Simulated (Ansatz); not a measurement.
**Ag: energy and stress against strain**

Aim: for Ag, strain the cell along the Voigt pattern (1, 1, 0, 0, 0, 0).

Program: Ansatz 0.2.0. Level of theory: DFT PBE, scalar-relativistic, plane waves, PAW. These are calculated values, not measurements.

## 1. The structure to begin with

Symmetry: Fm-3m, No. 225, cubic system. Conventional cell: a = 4.086 Å, b = 4.086 Å, c = 4.086 Å, α = 90.00°, β = 90.00°, γ = 90.00°. Ag (site symmetry m-3m) is surrounded by 12 Ag at 2.89 Å.

Structure file:

```
Ag
1.0
     0.00000    2.04310    2.04310
     2.04310    0.00000    2.04310
     2.04310    2.04310    0.00000
Ag
1
Direct
  0.00000 0.00000 0.00000
```

No relaxation comes first: the listed cell is the starting point.

## 2. Zero of energy

The reference gives a free energy of -7590.5463 eV, pressure 4.68 GPa, largest force 0.000 eV/Å and gap on the mesh none (metal). It was computed beforehand with the settings of the runs below.

## 3. Next: energy and stress against strain

The cell is strained by ε times the Voigt pattern (1, 1, 0, 0, 0, 0) (xx, yy, zz, yz, xz, xy; engineering shear), with fractional coordinates fixed (clamped ions). The stress on the pattern is the sum of the stress components weighted by it, tension positive.

## 4. At ε = -0.1500

Contents of input.yaml:

```yaml
crystal:
  lattice:
    - [0.0, 1.736635, 2.0431]
    - [1.736635, 0.0, 2.0431]
    - [1.736635, 1.736635, 0.0]
  atoms:
    - { symbol: Ag, position: [0.0, 0.0, 0.0] }
basis:
  ecutwfc: 420
kpoints:
  mp_grid: { grid: [20, 20, 20] }
hamiltonian:
  xc: pbe
scf:
  occupations: { method: gaussian, width: 0.15 }
output:
  forces: true
  stress: true
  eigenvalues: true
```

On the command line:

```sh
$ ansatz run input.yaml --threads 1 --pin off --max-ram 2560MiB --backend cpu --events-out ev --progress --plain --runs-dir out
```

## 5. Point ε = 0.1125

Changes to input.yaml since step 4:

```diff
@@ -2,5 +2,5 @@
   lattice:
-    - [0.0, 1.736635, 2.0431]
-    - [1.736635, 0.0, 2.0431]
-    - [1.736635, 1.736635, 0.0]
+    - [0.0, 2.27294875, 2.0431]
+    - [2.27294875, 0.0, 2.0431]
+    - [2.27294875, 2.27294875, 0.0]
   atoms:
```

## 6. ε = -0.0750

Changes to input.yaml since step 5:

```diff
@@ -2,5 +2,5 @@
   lattice:
-    - [0.0, 2.27294875, 2.0431]
-    - [2.27294875, 0.0, 2.0431]
-    - [2.27294875, 2.27294875, 0.0]
+    - [0.0, 1.8898675, 2.0431]
+    - [1.8898675, 0.0, 2.0431]
+    - [1.8898675, 1.8898675, 0.0]
   atoms:
```

## 7. At ε = 0.0375

Changes to input.yaml since step 6:

```diff
@@ -2,5 +2,5 @@
   lattice:
-    - [0.0, 1.8898675, 2.0431]
-    - [1.8898675, 0.0, 2.0431]
-    - [1.8898675, 1.8898675, 0.0]
+    - [0.0, 2.11971625, 2.0431]
+    - [2.11971625, 0.0, 2.0431]
+    - [2.11971625, 2.11971625, 0.0]
   atoms:
```

## 8. ε = 0.1500

Changes to input.yaml since step 7:

```diff
@@ -2,5 +2,5 @@
   lattice:
-    - [0.0, 2.11971625, 2.0431]
-    - [2.11971625, 0.0, 2.0431]
-    - [2.11971625, 2.11971625, 0.0]
+    - [0.0, 2.349565, 2.0431]
+    - [2.349565, 0.0, 2.0431]
+    - [2.349565, 2.349565, 0.0]
   atoms:
```

## 9. Point ε = -0.1125

Changes to input.yaml since step 8:

```diff
@@ -2,5 +2,5 @@
   lattice:
-    - [0.0, 2.349565, 2.0431]
-    - [2.349565, 0.0, 2.0431]
-    - [2.349565, 2.349565, 0.0]
+    - [0.0, 1.81325125, 2.0431]
+    - [1.81325125, 0.0, 2.0431]
+    - [1.81325125, 1.81325125, 0.0]
   atoms:
```

## 10. ε = 0.0750

Changes to input.yaml since step 9:

```diff
@@ -2,5 +2,5 @@
   lattice:
-    - [0.0, 1.81325125, 2.0431]
-    - [1.81325125, 0.0, 2.0431]
-    - [1.81325125, 1.81325125, 0.0]
+    - [0.0, 2.1963325, 2.0431]
+    - [2.1963325, 0.0, 2.0431]
+    - [2.1963325, 2.1963325, 0.0]
   atoms:
@@ -19 +19,5 @@
   eigenvalues: true
+  write_density: true
+  write_potential: true
+  elf: true
+  volumetric_format: npy
```

## 11. Point ε = -0.0375

Contents of input.yaml:

```yaml
crystal:
  lattice:
    - [0.0, 1.96648375, 2.0431]
    - [1.96648375, 0.0, 2.0431]
    - [1.96648375, 1.96648375, 0.0]
  atoms:
    - { symbol: Ag, position: [0.0, 0.0, 0.0] }
basis:
  ecutwfc: 420
kpoints:
  mp_grid: { grid: [20, 20, 20] }
hamiltonian:
  xc: pbe
scf:
  occupations: { method: gaussian, width: 0.15 }
output:
  forces: true
  stress: true
  eigenvalues: true
```

## 12. ε = 0.1312

Changes to input.yaml since step 11:

```diff
@@ -2,5 +2,5 @@
   lattice:
-    - [0.0, 1.96648375, 2.0431]
-    - [1.96648375, 0.0, 2.0431]
-    - [1.96648375, 1.96648375, 0.0]
+    - [0.0, 2.31115472, 2.0431]
+    - [2.31115472, 0.0, 2.0431]
+    - [2.31115472, 2.31115472, 0.0]
   atoms:
```

(Steps that only read results are left out.)

What does the calculation give? Wanted: slope of the stress at ε = 0, over ±0.0375.

The runs gave:

| quantity | value |
| --- | --- |
| slope of the stress at ε = 0, over ±0.0375 | 516 GPa |

In words: From the stress slope, C11 + C22 + 2 C12 is about 516 GPa with the ions clamped. The step is wide, so higher orders mix in. The reference stands under 4.7 GPa, so this is no zero-stress constant. The undisturbed cell is not the lowest point: the energy is 5.2 meV/atom lower at ε = 0.0375; the cell was taken as given and not relaxed at this level. Compression costs more than tension: 1220.5 against 205.7 meV/atom at the ends.
